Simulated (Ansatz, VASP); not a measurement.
## One calculation of AlNi3, two programs

```xyz
4
Lattice="0.0000 2.8362 2.8362 2.8362 0.0000 2.8362 2.8362 2.8362 0.0000" Properties=species:S:1:pos:R:3 pbc="T T T"
Al    2.8362    2.8362    2.8362
Ni    1.4181    1.4181    1.4181
Ni    0.0000    0.0000    0.0000
Ni    4.2543    4.2543    4.2543
```

Alike in both runs: functional PBE; k mesh 14 × 14 × 14; occupations gaussian, width 0.1 eV; no spin polarisation.

Ansatz relaxed the structure, and its values are those at the end. VASP's run is a single point on that final structure, the one shown.

|  | VASP | Ansatz |
| --- | --- | --- |
| version | VASP 6.6.1 | Ansatz 0.2.0 |
| potentials or method | VASP PAW PBE potentials, release 64 (Al, Ni) | scalar-relativistic, plane waves, PAW |
| plane-wave cutoff (eV) | 520 | 420 |
| valence electrons in the cell | 33 | 57 |

```csv
,VASP,Ansatz,Ansatz less VASP
gap on the k mesh at the Fermi level (eV),none,none,-
pressure (GPa),0.0,0.0,+0.01
```

A gap of «none» marks a metal or a gap that the smearing closes. The functional is the same, so the differences come from potentials, cutoffs and numerics. The two sets of potentials don't hold the same shells in valence.

Spin polarisation is off, so any magnetic state and its effect on volume and gap are missing.
